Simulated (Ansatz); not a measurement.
**Strain and the gap of LiH (wurtzite)**

LiH built on the wurtzite prototype (it has left that coordination), relaxed with r2SCAN in the PAW code Ansatz. The symmetry is P6_3/mmc (No. 194, hexagonal); a = 3.256 Å, c = 4.068 Å in the conventional setting, 9.34 Å³ an atom. Li is surrounded by 5 H at 1.88–2.03 Å; H is surrounded by 5 Li at 1.88–2.03 Å. The cell started from the wurtzite prototype, but the relaxation took it to the higher symmetry P6_3/mmc (No. 194), so the name no longer describes it.

The axes x, y and z are those of this cell:
```xyz
4
Lattice="3.2558 0.0000 0.0000 -1.6279 2.8196 0.0000 0.0000 0.0000 4.0684" Properties=species:S:1:pos:R:3 pbc="T T T"
Li    0.0000    1.8798   -0.2543
Li    1.6279    0.9399    1.7799
H     0.0000    1.8798    1.7800
H     1.6279    0.9399    3.8142
```

Unstrained: The PBE gap is indirect, 1.837 eV (Γ to K), below the direct gap of 3.078 eV at Γ. r2SCAN gives an indirect gap of 2.342 eV, from Γ to K; the least direct gap is 3.658 eV at Γ. HSE06 gives an indirect gap of 2.736 eV, from Γ to K; the least direct gap is 4.056 eV at Γ. Meshes: PBE 12×12×6, r2SCAN 12×12×6, HSE06 6×6×4. Strains are changes of length per length, and xy shears are angles. After each strain the atoms were relaxed again with r2SCAN within the symmetry that the strain leaves, so tilts or polar shifts that break it weren't tested; points keep the names that they have in the unstrained zone. (Calculated; spin-unpolarised; the phase may be known or hypothetical.)

Changes of the least gap in eV (an overlap counts as a negative gap):

| strain | volume change (%) | space group | PBE | r2SCAN | HSE06 | energy rise, r2SCAN (meV/atom) |
| --- | --- | --- | --- | --- | --- | --- |
| epitaxial +3.0 % in the xy plane, free normal strain -1.22 % | +4.8 | P6_3/mmc | -0.198 | -0.220 | -0.224 | 3.4 |
| isotropic -1.5 % on every length | -4.4 | P6_3/mmc | -0.091 | -0.083 | -0.087 | 1.8 |
| xy shear, engineering strain (angle) +3.0 % | 0.0 | P2_1/m | +0.003 | +0.004 | +0.003 | 0.3 |
| uniaxial +5.0 % along x | +5.0 | Cmcm | -0.070 | -0.085 | -0.087 | 3.2 |

Epitaxial +3.0 % in the xy plane, free normal strain -1.22 %. HSE06: the gap goes from 2.736 to 2.512 eV (-0.224 eV). Stress change with r2SCAN, compression positive: xx -1.85, yy -1.85, zz +0.05 GPa.

Isotropic -1.5 % on every length. HSE06: the gap goes from 2.736 to 2.649 eV (-0.087 eV). Stress change with r2SCAN, compression positive: xx +1.46, yy +1.46, zz +1.46 GPa. For HSE06, dE_g/d ln V = 1.9 eV over this step.

Xy shear, engineering strain (angle) +3.0 %. HSE06: the gap goes from 2.736 to 2.739 eV (+0.003 eV); the edges go from Γ → K to Γ → (1/3, 0.341, 0). Stress change with r2SCAN, compression positive: xx -0.03, yy +0.03, zz -0.02, xy -0.31 GPa.

Uniaxial +5.0 % along x, other directions held. HSE06: the gap goes from 2.736 to 2.649 eV (-0.087 eV); the edges go from Γ → K to Γ → (0.318, 0.341, 0). Stress change with r2SCAN, compression positive: xx -2.15, yy -1.25, zz -0.65 GPa.

Where an edge lies off the special points, it is a point of the mesh or the k point where a search put PBE's edge or least direct gap, reused for the other functionals, whose own edges may lie a little apart.

Coordinates of k points refer to the reciprocal vectors of the primitive cell of the runs.

The meshes of the hybrids are coarse, so their gaps aren't converged to the digits shown.
